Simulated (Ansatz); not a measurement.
CaF2:
```
CELL_PARAMETERS angstrom
      0.00000     2.75545     2.75545
      2.75545     0.00000     2.75545
      2.75545     2.75545     0.00000
ATOMIC_POSITIONS crystal
  Ca 0.00000 0.00000 0.00000
  F  0.25000 0.25000 0.25000
  F  0.75000 0.75000 0.75000
```

Relaxed with PBE. Special points in fractions of this cell's reciprocal vectors: Γ (0.000, 0.000, 0.000); X (0.500, 0.000, 0.500); U (0.625, 0.250, 0.625); K (0.375, 0.375, 0.750); L (0.500, 0.500, 0.500); W (0.500, 0.250, 0.750).

Task: List the band energies nearest the valence-band maximum at these points for the program Ansatz at the PBE level (PAW).

Result: In eV from the valence-band maximum; about four levels below and three above (degenerate sets whole), none deeper than 8.9 eV; points with the same levels are listed once.

```json
[
 {"k": "Γ", "below": "-2.02 -2.02 -2.02 -0.25 -0.25 -0.25", "above": "7.14 9.06 9.06"},
 {"k": "X", "below": "-1.61 -1.61 -0.35 -0.35 0.00", "above": "8.05 9.37 9.93"},
 {"k": "U", "below": "-1.47 -0.61 -0.43 -0.09", "above": "8.30 9.55 9.67"},
 {"k": "L", "below": "-1.25 -1.20 -0.82 -0.82", "above": "9.26 9.26 9.58"},
 {"k": "W", "below": "-1.01 -1.01 -0.27 -0.09", "above": "8.36 9.61 9.77 9.77"}
]
```

Space group Fm-3m (fluorite). The cell was relaxed with PBE under the symmetry of its start.

Potentials: the later of the program's two PAW sets.
